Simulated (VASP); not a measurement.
# Bi (C2/m) in VASP: notebook, part 2 of 2

VASP 6.6.1. Earlier steps stand in the parts before.

## Step 4: Single point, PBE

File INCAR:

```
SYSTEM = Bi
ADDGRID = .False.
ALGO = Normal
EDIFF = 1E-6
ENCUT = 650
GGA = PE
ISIF = 2
ISMEAR = 1
LASPH = .True.
LCHARG = .False.
LREAL = .False.
LWAVE = .False.
NBANDS = 22
NELM = 100
PREC = Accurate
SIGMA = 0.15
```

File KPOINTS:

```
k-points
0
Gamma
  3 3 4
  0 0 0
```

File POSCAR:

```
Bi
1.0
    3.4885980000     -3.1325780000      0.0000000000
    3.4885980000      3.1325780000      0.0000000000
   -1.2602350000      0.0000000000      3.1135500000
Bi
2
Direct
    0.7530610000      0.7530610000      0.8573820000
    0.2469390000      0.2469390000      0.1426180000
```

Potentials or basis: VASP PAW PBE potentials, release 64 (Bi_d).

Run with:

```
> cat potpaw_PBE.64/Bi_d/POTCAR > POTCAR
> mpirun -np 1 vasp_std > vasp.out
```

OUTCAR:

```text
SYSTEM = Bi
   EDIFF = 1E-6
   ENCUT = 650
   GGA = PE
   ISIF = 2
   ISMEAR = 1
   LASPH = .True.
   LREAL = .False.
   NELM = 100
   PREC = Accurate

 Found     14 irreducible k-points:

 Following reciprocal coordinates:
            Coordinates               Weight
  0.000000  0.000000  0.000000      1.000000
  0.333333 -0.000000  0.000000      4.000000
  0.333333  0.333333  0.000000      2.000000
 -0.333333  0.333333  0.000000      2.000000
  0.000000  0.000000  0.250000      2.000000
  0.333333 -0.000000  0.250000      4.000000
   k-points           NKPTS =     14   k-points in BZ     NKDIM =     14   number of bands    NBANDS=     22
   number of dos      NEDOS =    301   number of ions     NIONS =      2
   total plane-waves  NPLWV =  44800
   dimension x,y,z NGX =    40 NGY =   40 NGZ =   28
   dimension x,y,z NGXF=    80 NGYF=   80 NGZF=   56
   ions per type =               2
   NGX,Y,Z   is equivalent  to a cutoff of  14.18, 14.18, 13.86 a.u.
   NGXF,Y,Z  is equivalent  to a cutoff of  28.37, 28.37, 27.72 a.u.
 SYSTEM =  Bi
   PREC   = accura    normal or accurate (medium, high low for compatibility)
   ISTART =      0    job   : 0-new  1-cont  2-samecut
   ICHARG =      2    charge: 1-file 2-atom 10-const
   ISPIN  =      1    spin polarized calculation?
   LNONCOLLINEAR =      F non collinear calculations
   LSORBIT =      F    spin-orbit coupling
   LASPH  =      T    aspherical Exc in radial PAW
   ENCUT  =  650.0 eV  47.77 Ry    6.91 a.u.   9.75  9.75  6.98*2*pi/ulx,y,z
   NELM   =    100;   NELMIN=  2; NELMDL= -5     # of ELM steps
   EDIFF  = 0.1E-05   stopping-criterion for ELM
   LREAL  =      F    real-space projection
   EDIFFG = 0.1E-04   stopping-criterion for IOM
   NSW    =      0    number of steps for IOM
   IBRION =     -1    ionic relax: 0-MD 1-quasi-New 2-CG
   NFREE  =      0    steps in history (QN), initial steepest desc. (CG)
   ISIF   =      2    stress and relaxation
   ISYM   =      2    0-nonsym 1-usesym 2-fastsym
   POTIM  = 0.5000    time-step for ionic-motion
   TEBEG  =    0.0;   TEEND  =   0.0 temperature during run
   PSTRESS=    0.0 pullay stress
   NELECT =      30.0000    total number of electrons
   NUPDOWN=      -1.0000    fix difference up-down
   EMIN   =  10.00;   EMAX   =-10.00  energy-range for DOS
   EFERMI =   0.00;   METHOD = LEGACY
   ISMEAR =     1;   SIGMA  =   0.15  broadening in eV -4-tet -1-fermi 0-gaus
   EFERMI_NEDOS =   21; number of points for ismear=-14 and -15
   IALGO  =     38    algorithm
   IMIX   =      4    mixing-type and parameters
     AMIX     =   0.40;   BMIX     =  1.00
     AMIX_MAG =   1.60;   BMIX_MAG =  1.00
  volume/ion in A,a.u.               =      34.03       229.62
  Fermi-wavevector in a.u.,A,eV,Ry     =   1.245955  2.354514 21.121737  1.552404
  Thomas-Fermi vector in A             =   2.380154
   LORBIT       =      0    0 simple, 1 ext, 2 COOP (PROOUT), +10 PAW based schemes
   GGA     = PE    functional components
   LHFCALC =     F    Hartree Fock is set to
   AEXX    =    0.0000 exact exchange contribution
   IVDW    =     0    specifies the selected vdW correction
   LEPSILON=     F    determine dielectric tensor
   LRPA    =     F    only Hartree local field effects (RPA)
 non-spin polarized calculation
 Methfessel and Paxton  Order N= 1 SIGMA  =   0.15
  energy-cutoff  :      650.00
  volume of cell :       68.05
 maximum number of plane-waves:      2578
   NGX = 19   NGY = 19   NGZ = 13

 number of electron      30.0000000 magnetization

 Free energy of the ion-electron system (eV)
  ---------------------------------------------------
  ext. energy  EPLUGINS =         0.00000000
  ---------------------------------------------------
  free energy    TOTEN  =        -7.48990924 eV

  energy without entropy =       -7.49348252  energy(sigma->0) =       -7.49110034

 E-fermi :   6.5700     XC(G=0):  -9.7877

 val. band max:        6.5095960051   @ k =  -0.3333   0.3333   0.2500
 cond. band min:       6.7724094342   @ k =  -0.3333   0.3333   0.5000
 fundamental gap:      0.2628134291
 Fermi energy:         6.5699770957

 k-point     1 :       0.0000    0.0000    0.0000
  band No.  band energies     occupation
      1     -16.2286      2.00000
      2     -16.1655      2.00000
      3     -16.1328      2.00000
      4     -16.1211      2.00000
      5     -16.0247      2.00000
      6     -15.9974      2.00000
[... 14 lines left out ...]
     21      14.9841      0.00000
     22      15.4963      0.00000

 k-point     2 :       0.3333   -0.0000    0.0000
  band No.  band energies     occupation
      1     -16.1723      2.00000
      2     -16.1707      2.00000
      3     -16.1326      2.00000
      4     -16.0914      2.00000
      5     -16.0400      2.00000
      6     -16.0065      2.00000
[... 14 lines left out ...]
     21      15.8377      0.00000
     22      16.9804      0.00000

 k-point     3 :       0.3333    0.3333    0.0000
  band No.  band energies     occupation
      1     -16.1768      2.00000
      2     -16.1683      2.00000
      3     -16.0750      2.00000
      4     -16.0702      2.00000
      5     -16.0326      2.00000
      6     -16.0323      2.00000
[... 14 lines left out ...]
     21      16.0594      0.00000
     22      17.2087      0.00000

 k-point     4 :      -0.3333    0.3333    0.0000
  band No.  band energies     occupation
      1     -16.1801      2.00000
      2     -16.1653      2.00000
      3     -16.1147      2.00000
      4     -16.0637      2.00000
      5     -16.0309      2.00000
      6     -16.0108      2.00000
[... 14 lines left out ...]
     21      15.8732      0.00000
     22      15.9301      0.00000

 k-point     5 :       0.0000    0.0000    0.2500
  band No.  band energies     occupation
      1     -16.2020      2.00000
      2     -16.1142      2.00000
      3     -16.0785      2.00000
      4     -16.0534      2.00000
      5     -16.0354      2.00000
      6     -16.0233      2.00000
[... 14 lines left out ...]
     21      14.0264      0.00000
     22      15.6111      0.00000

 k-point     6 :       0.3333   -0.0000    0.2500
  band No.  band energies     occupation
      1     -16.1513      2.00000
      2     -16.1027      2.00000
      3     -16.0912      2.00000
      4     -16.0698      2.00000
      5     -16.0559      2.00000
      6     -16.0171      2.00000
[... 14 lines left out ...]
     21      15.3458      0.00000
     22      16.7444      0.00000

 [... further k-points ...]
[... 5 lines left out ...]
  --------------------------------------------------------------------------------------
  -------------------------------------------------------------------------------------
  Total       -0.3559789     -1.3246425      2.3462555      0.0000000      0.0000000     -1.8483631
  in kB       -8.3810071    -31.1867856     55.2391810      0.0000000      0.0000000    -43.5170269
  external PRESSURE =       5.2237961 kB  Pullay stress =       0.0000000 kB

 VOLUME and BASIS-vectors are now :
 -----------------------------------------------------------------------------
  energy-cutoff  :      650.00
  volume of cell :       68.05
      direct lattice vectors                 reciprocal lattice vectors
     3.488598000 -3.132578000  0.000000000     0.143324052 -0.159612945  0.058011590
     3.488598000  3.132578000  0.000000000     0.143324052  0.159612945  0.058011590
    -1.260235000  0.000000000  3.113550000     0.000000000  0.000000000  0.321176792

 POSITION                                       TOTAL-FORCE (eV/Angst)
 -----------------------------------------------------------------------------------
      4.17375      0.00000      2.66950         0.054867      0.000000     -0.006821
      1.54321      0.00000      0.44405        -0.054867      0.000000      0.006821
 -----------------------------------------------------------------------------------
    total drift:                               -0.000000     -0.000000      0.000000

  FREE ENERGIE OF THE ION-ELECTRON SYSTEM (eV)
  ---------------------------------------------------
  free  energy   TOTEN  =        -7.4899092429 eV

  energy  without entropy=       -7.4934825221  energy(sigma->0) =       -7.49110034
```

stdout:

```text
POSCAR found type information on POSCAR Bi
 POSCAR found :  1 types and       2 ions
 scaLAPACK will be used
 LDA part: xc-table for (Slater+PW92), standard interpolation
 POSCAR, INCAR and KPOINTS ok, starting setup
 FFT: planning ... GRIDC
 FFT: planning ... GRID_SOFT
 FFT: planning ... GRID
 WAVECAR not read
 entering main loop
```

It took 17 s on 1 thread of Intel Xeon 6975P-C (Granite Rapids), shared host; peak memory 0.2 GiB.

The run converged, but some of its settings lie outside the range that counts as converged, so its numbers aren't taken as properties of the crystal.

What came out:

| Quantity | Value |
| --- | --- |
| Free energy | -7.4899 eV |
| Pressure | 0.5 GPa |
| Largest force | 0.055 eV/Å |
| Band gap on the k mesh | none (metal or under the smearing width) |

Caveat: the k mesh is coarse (spacing up to 0.50 Å⁻¹), so the values aren't converged; spin-orbit coupling is left out, which moves the levels of the heavy elements.

## Step 5: Single point, PBE

Changes to INCAR since step 4:

```diff
@@ -4,3 +4,3 @@
 EDIFF = 1E-6
-ENCUT = 650
+ENCUT = 340
 GGA = PE
```

File KPOINTS:

```
k-points
0
Gamma
  4 4 6
  0 0 0
```

POSCAR is that of step 4.

Run with:

```
> cat potpaw_PBE.64/Bi_d/POTCAR > POTCAR
> mpirun -np 1 vasp_std > vasp.out
```

It took 9.1 s on 1 thread of Intel Xeon 6975P-C (Granite Rapids), shared host; peak memory 0.15 GiB.

The run converged, but some of its settings lie outside the range that counts as converged, so its numbers aren't taken as properties of the crystal.

Results:

```yaml
Free_energy: -7.6992 eV
Pressure: -0.7 GPa
Largest_force: 0.113 eV/Å
Band_gap_on_the_k_mesh: none (metal or under the smearing width)
```

Caveat: spin-orbit coupling is left out, which moves the levels of the heavy elements.

## Step 6: Single point, PBE

Changes to INCAR since step 5:

```diff
@@ -4,3 +4,3 @@
 EDIFF = 1E-6
-ENCUT = 340
+ENCUT = 400
 GGA = PE
```

KPOINTS is that of step 5.

POSCAR is that of step 5.

Potentials or basis: VASP PAW PBE potentials, release 64 (Bi_d).

Run with:

```
> cat potpaw_PBE.64/Bi_d/POTCAR > POTCAR
> mpirun -np 1 vasp_std > vasp.out
```

It took 12 s on 1 thread of Intel Xeon 6975P-C (Granite Rapids), shared host; peak memory 0.17 GiB.

These settings aren't checked as converged: the numbers below hold their error.

What came out:

| Quantity | Value |
| --- | --- |
| Free energy | -7.7030 eV |
| Pressure | -0.2 GPa |
| Largest force | 0.112 eV/Å |
| Band gap on the k mesh | none (metal or under the smearing width) |

Caveat: spin-orbit coupling is left out, which moves the levels of the heavy elements.

## Step 7: For comparison

An earlier run on the cell as given: functional PBEsol; potentials or basis VASP PAW PBE potentials, release 64 (Bi_d); cutoff 520 eV; k mesh 6 × 6 × 9; occupations fermi-dirac, width 0.05 eV; no spin polarisation.

* Pressure: -2.5 GPa
* Largest force: 0.057 eV/Å
* Band gap on the k mesh: none (metal or under the smearing width)
